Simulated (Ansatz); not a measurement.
# Guessed and relaxed cells of P

A trial structure of P was built thus: 4-connected net of one element (Pmma, No. 51). Its size is a rough estimate.

start.cif

```cif
data_structure
_symmetry_space_group_name_H-M 'Pmma'
_symmetry_Int_Tables_number 51
_cell_length_a 6.5304
_cell_length_b 3.1381
_cell_length_c 4.5033
_cell_angle_alpha 90.000
_cell_angle_beta 90.000
_cell_angle_gamma 90.000
_cell_volume 92.29
loop_
_atom_site_label
_atom_site_type_symbol
_atom_site_symmetry_multiplicity
_atom_site_Wyckoff_symbol
_atom_site_fract_x
_atom_site_fract_y
_atom_site_fract_z
_atom_site_occupancy
P1 P 4 j 0.41309 0.50000 0.20188 1
P2 P 2 c 0.00000 0.00000 0.50000 1
```

Level of theory: Ansatz 0.2.0, DFT PBE, scalar-relativistic, plane waves, PAW. Cutoff 420 eV, Gaussian smearing, Γ-centred meshes. Cell and atoms relax first on a coarse mesh and then on a finer one. In between, the cell is made exact in the group found at 0.06 Å. In metals the finer mesh still leaves noise of several meV/atom or more. The steps can't lower the symmetry of their start. No spin polarisation.

end.cif

```cif
data_structure
_symmetry_space_group_name_H-M 'Pmmm'
_symmetry_Int_Tables_number 47
_cell_length_a 2.4009
_cell_length_b 3.5912
_cell_length_c 5.6010
_cell_angle_alpha 90.000
_cell_angle_beta 90.000
_cell_angle_gamma 90.000
_cell_volume 48.29
loop_
_atom_site_label
_atom_site_type_symbol
_atom_site_symmetry_multiplicity
_atom_site_Wyckoff_symbol
_atom_site_fract_x
_atom_site_fract_y
_atom_site_fract_z
_atom_site_occupancy
P1 P 2 r 0.00000 0.50000 0.20809 1
P2 P 1 c 0.00000 0.00000 0.50000 1
```

The symmetry goes from Pmma (No. 51) to Pmmm (No. 47), and the primitive cell from 6 to 3 atoms. The volume per atom grows by 4.7 %, from 15.4 to 16.1 Å³. The shortest distance goes from 2.13 Å (P–P) to 2.33 Å (P–P). The energy falls by about 0.44 eV/atom (the start's value is from the coarse mesh). The end is written in a standard setting, so origin, axes and order of atoms can differ from the start's.

- Volume per atom: 16.10 Å³
- Density: 3.20 g/cm³
- Energy over the standard state: +0.19 eV/atom
- Gap on the 18×14×8 mesh of the 3-atom cell: 0 eV (a metal)

Energies count from the standard state of P at the same level. The references include black phosphorus. It lies above the standard state, so it could only be metastable.

The last run used Gaussian smearing of 0.10 eV. The reference form of P is held partly by dispersion forces, which this level lacks. A later test with randomly moved atoms led to a structure 101 meV/atom lower, so this end is a saddle point or a shallow minimum. In all, the 3 runs took 2.5 min on 1 thread of Arm Neoverse V2, on a shared host.
